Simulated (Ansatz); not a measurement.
Strain response of Ni2Ge

The calculation used DFT r2SCAN, scalar-relativistic, plane waves, PAW in Ansatz 0.2.0. (500 eV cutoff, 12×12×8 k-mesh, Gaussian smearing of 0.10 eV, no spin polarisation)

Starting point, cell and atoms relaxed:

```xyz
6
Lattice="3.9781 0.0000 0.0000 -1.9891 3.4452 0.0000 0.0000 0.0000 5.0374" Properties=species:S:1:pos:R:3 pbc="T T T"
Ni    1.9891    1.1484    1.2593
Ni    0.0000    2.2968    3.7780
Ni    0.0000    0.0000    0.0000
Ni    0.0000    0.0000    2.5187
Ge    1.9891    1.1484    3.7780
Ge    0.0000    2.2968    1.2593
```

Deformation: biaxial strain in the a-b plane, with the length and tilt of c and the atoms relaxed, all within the symmetry that the strain leaves. Energies are extrapolated to zero smearing.

Question: Give the structure at +3.0 %.

Answer:
```xyz
6
Lattice="4.0975 0.0000 0.0000 -2.0487 3.5485 0.0000 0.0000 0.0000 4.9442" Properties=species:S:1:pos:R:3 pbc="T T T"
Ni    2.0487    1.1828    1.2361
Ni    0.0000    2.3657    3.7082
Ni    0.0000    0.0000    0.0000
Ni    0.0000    0.0000    2.4721
Ge    2.0487    1.1828    3.7082
Ge    0.0000    2.3657    1.2361
```
Space group P6_3/mmc (194), 26.0 meV/atom over the relaxed crystal.